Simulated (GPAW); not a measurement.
# MoS2 (P6_3/mmc) in GPAW: single point with PBE+U

Aim: the single point of MoS2 with PBE+U.

All numbers are computed with GPAW 26.7.0; they aren't measurements. Logs are shortened: lines on timing, memory, paths and dates and some standing lists are left out, and cuts for length are marked. The log counts tension as positive stress, the text compression.

**Experimental background.**

From “Multiwavelength excitation Raman Scattering Analysis of bulk and 2 dimensional MoS2: Vibrational properties of atomically thin MoS2 layers”, 2015, arxiv:1506.03228, for a bulk crystal of MoS2 at 300 K: band gap 1.3 eV (indirect).

How close the calculation comes is told below.

### 1 The structure

It takes space group P6_3/mmc (No. 194, hexagonal). Conventional cell: a = 3.169 Å, b = 3.169 Å, c = 12.324 Å, α = 90.00°, β = 90.00°, γ = 120.00°. Mo (site symmetry -6m2) is surrounded by 6 S at 2.41 Å. S (site symmetry 3m) is surrounded by 3 Mo at 2.41 Å.

### 2 Single point, PBE+U

run.py reads:

```python
from ase import Atoms
from ase.dft.bandgap import bandgap
from ase.io import write
from ase.units import GPa
from gpaw import GPAW, PW, setup_paths

setup_paths.insert(0, '.')

atoms = Atoms(['Mo', 'Mo', 'S', 'S', 'S', 'S'],
              cell=[[3.169, 0.0, 0.0],
                    [-1.5845, 2.7444345046, 0.0],
                    [0.0, 0.0, 12.324]],
              scaled_positions=[[0.6666666667, 0.3333333333, 0.75],
                                [0.3333333333, 0.6666666667, 0.25],
                                [0.6666666667, 0.3333333333, 0.377],
                                [0.3333333333, 0.6666666667, 0.877],
                                [0.6666666667, 0.3333333333, 0.123],
                                [0.3333333333, 0.6666666667, 0.623]],
              pbc=True)

calc = GPAW(mode=PW(450),
            xc='PBE',
            kpts={'size': (8, 8, 2), 'gamma': True},
            occupations={'name': 'fermi-dirac', 'width': 0.05},
            setups={'Mo': ':d,6.0'},
            nbands=46,
            maxiter=120,
            txt='gpaw.txt')
atoms.calc = calc
energy = atoms.get_potential_energy()
forces = atoms.get_forces()
stress = atoms.get_stress()
calc.write('gs.gpw')
write('result.traj', atoms)
print(f'Energy: {energy:.6f} eV')
print('Forces (eV/A):')
print(forces.round(4))
print('Stress (GPa):', (stress / GPa).round(3))
print('Fermi level:', round(calc.get_fermi_level(), 4), 'eV')
print(f'Gap: {bandgap(calc)[0]:.4f} eV, direct: {bandgap(calc, direct=True)[0]:.4f} eV')
```

Potentials or basis: PAW data sets generated in the run's folder for this functional, pw.

On the command line:

```console
> gpaw-setup -f PBE Mo S
> OMP_NUM_THREADS=1 python run.py
```

gpaw.txt:

```text
__  _  _
 | _ |_)|_||  |
 |__||  | ||/\| - 26.7.0

Input parameters:
  mode=PW(ecut=450.00000000000006),
  kpts=MonkhorstPack(size=(8, 8, 2), gamma=True),
  maxiter=120,
  nbands=46,
  occupations=Occupations(name='fermi-dirac', width=0.05),
  setups={'Mo': ':d,6.0'},
  xc=XC(name='PBE')

Diagonalizing LCAO Hamiltonian
Converting LCAO to pw mode

        S

           Mo
        S

           S
        Mo

           S

Atoms  # Å, Bohr magnetons
|   | symbol |         x |        y |         z |    initial magnetic moments |
|---|--------|-----------|----------|-----------|-----------------------------|
| 0 |     Mo |  1.584500 | 0.914812 |  9.243000 | ( 0.0000,  0.0000,  0.0000) |
| 1 |     Mo | -0.000000 | 1.829623 |  3.081000 | ( 0.0000,  0.0000,  0.0000) |
| 2 |      S |  1.584500 | 0.914812 |  4.646148 | ( 0.0000,  0.0000,  0.0000) |
| 3 |      S | -0.000000 | 1.829623 | 10.808148 | ( 0.0000,  0.0000,  0.0000) |
| 4 |      S |  1.584500 | 0.914812 |  1.515852 | ( 0.0000,  0.0000,  0.0000) |
| 5 |      S | -0.000000 | 1.829623 |  7.677852 | ( 0.0000,  0.0000,  0.0000) |

Unit cell  # Å
| periodic |         x |        y |         z |   lengths |     angles |
|----------|-----------|----------|-----------|-----------|------------|
|      yes |  3.169000 | 0.000000 |  0.000000 |  3.169000 |  90.000000 |
|      yes | -1.584500 | 2.744435 |  0.000000 |  3.169000 |  90.000000 |
|      yes |  0.000000 | 0.000000 | 12.324000 | 12.324000 | 120.000000 |

Number of symmetries: 12
Symmetry operations  # r_c * U_cc + t_c -> r_c
|    | kind |            matrix            |
|----|------|------------------------------|
|  0 |  σ   |  1, 1, 0,  0,-1, 0,  0, 0, 1 |
|  1 |  S6  |  1, 1, 0, -1, 0, 0,  0, 0,-1 |
|  2 |  E   |  1, 0, 0,  0, 1, 0,  0, 0, 1 |
|  3 |  C2  |  1, 0, 0, -1,-1, 0,  0, 0,-1 |
|  4 |  C2  |  0, 1, 0,  1, 0, 0,  0, 0,-1 |
|  5 |  C3  |  0, 1, 0, -1,-1, 0,  0, 0, 1 |
|  6 |  S6  |  0,-1, 0,  1, 1, 0,  0, 0,-1 |
|  7 |  σ   |  0,-1, 0, -1, 0, 0,  0, 0, 1 |
|  8 |  σ   | -1, 0, 0,  1, 1, 0,  0, 0, 1 |
|  9 |  i   | -1, 0, 0,  0,-1, 0,  0, 0,-1 |
| 10 |  C3  | -1,-1, 0,  1, 0, 0,  0, 0, 1 |
| 11 |  C2  | -1,-1, 0,  0, 1, 0,  0, 0,-1 |

BZ-sampling:
  Number of BZ points: 128
  Number of IBZ points: 20

  Monkhorst-Pack size: [8, 8, 2]
  Monkhorst-Pack shift: [0.0625, 0.0625, 0.25]

K-points  # in reciprocal-cell coordinates
|     |                                coordinates |     weight |
|-----|--------------------------------------------|------------|
|   0 | (  0.00000000,   0.00000000,   0.00000000) | 0.00781250 |
|   1 | (  0.00000000,   0.00000000,   0.50000000) | 0.00781250 |
|   2 | (  0.12500000,   0.00000000,   0.00000000) | 0.04687500 |
|   3 | (  0.12500000,   0.00000000,   0.50000000) | 0.04687500 |
|   4 | (  0.25000000,  -0.12500000,   0.00000000) | 0.04687500 |
|   5 | (  0.25000000,  -0.12500000,   0.50000000) | 0.04687500 |
|   6 | (  0.25000000,   0.00000000,   0.00000000) | 0.04687500 |
|   7 | (  0.25000000,   0.00000000,   0.50000000) | 0.04687500 |
|   8 | (  0.37500000,  -0.12500000,   0.00000000) | 0.09375000 |
|   9 | (  0.37500000,  -0.12500000,   0.50000000) | 0.09375000 |
| ... |                                            |            |
|  19 | (  0.50000000,   0.50000000,   0.50000000) | 0.02343750 |

Plane wave coefficients: 2382
Cutoff: 450.00000000000006 eV

Spin-components: 1 (collinear spins)
Bands:           46
Projectors:      32
Spin-degeneracy: 2
Datatype:        complex128

Parallelization:
  kpt:    1
  domain: 1
  band:   1

Density:
  Valence electrons: 52.0
  Components: 1
  Grid points: [16 16 63]
  Charge: 0.0  # |e|

Potential:
  Grid points: [16 16 63]

species:
  Mo:
    name:    Molybdenum
    Z:       42.0
    valence: 14
    core:    28
    charge:  0.0  # [|e|]
    Hubbard: {U: 6.0,  # eV
              l: 2,
              scale: True}
    compensation charges:
      type: gauss
      rc: 0.38  # [Å]
      lmax: 2
    cutoffs:
      filter: 2.16  # [Å]
      core: 1.42  # [Å]
    projectors
    | kind |    occ | energy [eV] | rcut [Å] |
    |------|--------|-------------|----------|
    |   4s |  2.000 |     -64.307 |    1.238 |
    |   5s |  1.000 |      -4.084 |    1.238 |
    |   4p |  6.000 |     -38.491 |    1.296 |
    |   5p |  0.000 |      -1.044 |    1.296 |
    |   4d |  5.000 |      -3.754 |    1.296 |
    |    d |        |      23.458 |    1.296 |

    Using partial waves for Mo as LCAO basis

  S:
    name:    Sulfur
    Z:       16.0
    valence: 6
    core:    10
    charge:  0.0  # [|e|]
    compensation charges:
      type: gauss
      rc: 0.24  # [Å]
      lmax: 2
    cutoffs:
      filter: 1.77  # [Å]
      core: 1.66  # [Å]
    projectors
    | kind |    occ | energy [eV] | rcut [Å] |
    |------|--------|-------------|----------|
    |   3s |  2.000 |     -17.254 |    0.974 |
    |   3p |  4.000 |      -7.008 |    0.979 |
    |    s |        |       9.957 |    0.974 |
    |    p |        |      20.203 |    0.979 |
    |    d |        |       0.000 |    0.900 |

    Using partial waves for S as LCAO basis

Reference energy: -263698.628277  # eV

eigensolver:
  PPCG
  Converge bands: occupied
  niter=2

density mixing:
  MSR1-Mixer
  Pratt-step length: 0.05
  Maximum mixing coefficient: 0.75
  Old densities: 10
  SVD Regularization: 0.005
  Good broyden scale: 1.0
  Trust region scale: 1.0
  Backstep threshold: 4.0
  History deletion threshold: 6.0
  Fourier metric: weight=20.0, sigma=0.015

occupation numbers:
  Fermi-Dirac:
    width: 0.0500  # eV

poisson solver:
  ecut: 3600.0000000000005  # eV

xc functional:
  name: PBE with 2 nearest neighbor stencil

convergence criteria:
- Maximum [total energy] change in last 3 cyles: 0.0005 eV / valence electron
- Maximum integral of absolute [dens]ity change: 0.0001 electrons / valence electron
- Maximum integral of absolute [eigenst]ate change: 4e-08 eV^2 / valence electron
maximum number of iterations: 120

SCF iterations
|iter     | |      energy | eigst |  dens |
|---------|-|-------------|-------|-------|
|iter:   1| |  -32.137603 | +0.50 |       |
|iter:   2| |  -31.364698 | -1.17 | -0.98 |
|iter:   3| |  -29.319154 | -1.11 | -1.05 |
|iter:   4| |  -29.179390 | -1.87 | -1.44 |
|iter:   5| |  -29.192944 | -2.59 | -1.76 |
|iter:   6| |  -29.215638 | -3.02 | -2.04 |
|iter:   7| |  -29.214518c| -3.89 | -2.43 |
|iter:   8| |  -29.230752c| -3.71 | -2.71 |
|iter:   9| |  -29.301128 | -2.07 | -2.77 |
|iter:  10| |  -29.355297 | -1.98 | -2.33 |
|iter:  11| |  -29.321506 | -2.14 | -2.36 |
|iter:  12| |  -29.331954 | -4.01 | -2.65 |
|iter:  13| |  -29.350617 | -3.46 | -2.71 |
|iter:  14| |  -29.389014 | -2.04 | -2.76 |
|iter:  15| |  -29.394856 | -3.66 | -2.79 |
|iter:  16| |  -29.395004c| -5.04 | -3.25 |
|iter:  17| |  -29.394024c| -3.87 | -3.41 |
|iter:  18| |  -29.395059c| -3.82 | -3.39 |
|iter:  19| |  -29.395159c| -5.59 | -3.73 |
|iter:  20| |  -29.395168c| -6.02 | -4.36c|
|iter:  21| |  -29.395168c| -7.29 | -4.84c|
|iter:  22| |  -29.395168c| -7.42c| -5.10c|

Converged in 22 steps
Energy contributions relative to reference atoms: (reference = -263698.628277)

Energy contributions:
  Kinetic:          18.128132
  Coulomb:         -25.286457
  Zero:             -0.564410
  External:          0.000000
  Xc:              -21.672427
  Entropy:          -0.000011
  Spinorbit:         0.000000
  ----------------------------
  Free energy:     -29.395174
  Extrapolated:    -29.395168

dipole moment: (0.000001, 0.000002, 0.000007)  # |e|*Ang

Fermi level: 7.697
Eigenvalues  # (at kpt = [0.000, 0.000, 0.000])
| band index |      eig [eV] | occ [0-2] |
|------------|---------------|-----------|
|          0 |       -53.475 |     2.000 |
|        ... |               |           |
|         18 |         5.350 |     2.000 |
|         19 |         5.395 |     2.000 |
|         20 |         6.437 |     2.000 |
|         21 |         6.437 |     2.000 |
|         22 |         6.491 |     2.000 |
|         23 |         6.491 |     2.000 |
|         24 |         6.790 |     2.000 |
|         25 |         7.089 |     2.000 |
|         26 |        10.619 |     0.000 |
|         27 |        10.619 |     0.000 |
|         28 |        10.636 |     0.000 |
|         29 |        10.636 |     0.000 |
|         30 |        10.762 |     0.000 |
|         31 |        10.762 |     0.000 |
|         32 |        10.935 |     0.000 |
|         33 |        10.935 |     0.000 |
|        ... |               |           |
|         45 |        20.633 |     0.000 |

Gap: 0.930 eV
Transition (v -> c):
  (s=0, k=2, n=25, [0.12, 0.00, 0.00]) -> (s=0, k=12, n=26, [0.38, 0.38, 0.00])
Direct/indirect transitions are different
Direct gap: 1.315 eV
Transition at: (s=0, k=12, n=25, [0.38, 0.38, 0.00])

Forces  # eV/Ang
|        x |        y |        z |
|----------|----------|----------|
| -0.00000 |  0.00000 | -0.00008 |  # Mo   0
|  0.00000 | -0.00000 |  0.00008 |  # Mo   1
|  0.00000 | -0.00000 |  0.06044 |  # S    2
|  0.00000 |  0.00000 |  0.06057 |  # S    3
|  0.00000 | -0.00000 | -0.06057 |  # S    4
|  0.00000 |  0.00000 | -0.06044 |  # S    5

Stress tensor  # eV/Ang^3
|         x |         y |         z |
|-----------|-----------|-----------|
| -0.074575 |  0.000000 |  0.000000 |
|  0.000000 | -0.074575 | -0.000000 |
|  0.000000 | -0.000000 | -0.018615 |

# Writing to gs.gpw (mode='')
```

It took 97 s on 1 thread of Arm Neoverse V1, shared host; peak memory 0.2 GiB.

Results:

- Free energy: -29.3952 eV
- Pressure: 9.0 GPa
- Largest force: 0.061 eV/Å
- Band gap on the k mesh: 0.93 eV, indirect (least direct gap 1.31 eV)

Forces on the atoms (eV/Å):
```
Mo   0.000  0.000  0.000
Mo   0.000  0.000  0.000
S    0.000  0.000  0.060
S    0.000  0.000  0.061
S    0.000  0.000 -0.061
S    0.000  0.000 -0.060
```

Levels at points of the mesh, in eV from the valence-band top:
| k point | band 24 | band 25 | band 26 | band 27 | band 28 | band 29 |
| --- | --- | --- | --- | --- | --- | --- |
| (0.00, 0.00, 0.00) | -0.75 | -0.45 | -0.15 | 3.38 | 3.38 | 3.40 |
| (0.00, 0.00, 0.50) | -0.78 | -0.32 | -0.32 | 3.38 | 3.38 | 3.38 |
| (0.50, 0.50, 0.00) | -1.22 | -0.65 | -0.44 | 1.93 | 2.36 | 3.24 |
| (0.50, 0.50, 0.50) | -1.31 | -0.54 | -0.54 | 2.17 | 2.17 | 3.26 |

Caveat: the cutoff is short for stress and forces, so pressures can be off by a GPa or more; this functional lacks dispersion, which binds the layers, so the pressure and a relaxed spacing across them are unreliable.

### 3 Against experiment

Step 2. Against the measured gap of MoS2, 1.3 eV (indirect; 300 K; “Multiwavelength excitation Raman Scattering Analysis of bulk and 2 dimensional MoS2: Vibrational properties of atomically thin MoS2 layers”, 2015, arxiv:1506.03228), the calculated 0.93 eV is off by -0.37 eV. Spin-orbit coupling on Mo is left out. The value is that of PBE+U on a finite k mesh, which can miss the band edges, without temperature or zero-point motion.
